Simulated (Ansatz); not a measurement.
A (001) slab of NbAs (I4_1md (No. 109)), 8 planes, outer planes As (top) and Nb (bottom), with 8 atoms (Nb4As4) in a surface cell of A = 12.065 Å², as cut from the bulk:

```
CELL_PARAMETERS angstrom
3.47348 0.00000 0.00000
0.00000 3.47348 0.00000
0.00000 0.00000 25.78817
ATOMIC_POSITIONS crystal
Nb 0.00000 0.50000 0.29083
As 0.50000 0.50000 0.36747
Nb 0.00000 0.00000 0.40473
As 0.00000 0.50000 0.48137
Nb 0.50000 0.00000 0.51863
As 0.00000 0.00000 0.59527
Nb 0.50000 0.50000 0.63253
As 0.50000 0.00000 0.70917
```

Level of theory: DFT PBE, scalar-relativistic, plane waves, PAW in Ansatz 0.2.0. Settings: cutoff 420 eV, Γ-centred mesh 10×10×1 on the computed 8-atom cell, Gaussian smearing of 0.10 eV; no spin polarisation. A dipole correction removes the field between periodic images along c.

Against the same 8 atoms in the bulk, the slab as cut lies 5.268 eV higher and the relaxed slab 5.167 eV higher.

Task: Work out the surface energy before and after relaxation.

Result: The slab has two faces, so γ = (E_slab − N·E_bulk)/(2A), the mean of both. As cut: 5.268/(2 × 12.065) = 0.2183 eV/Å², and 1 eV/Å² = 16.02 J/m², so γ = 3.50 J/m². Relaxed: 5.167/(2 × 12.065) = 0.2141 eV/Å² = 3.43 J/m². Relaxation recovers 1.9 % of the cost of cutting.

Task: What is the ideal work of this cut, per area?

Result: Griffith's ideal work is 2γ: 6.99 J/m² if the new faces stay rigid, 6.86 J/m² if they relax. Other cuts parallel to this plane can cost less. One thickness was run, 8 planes, so γ can still shift with it.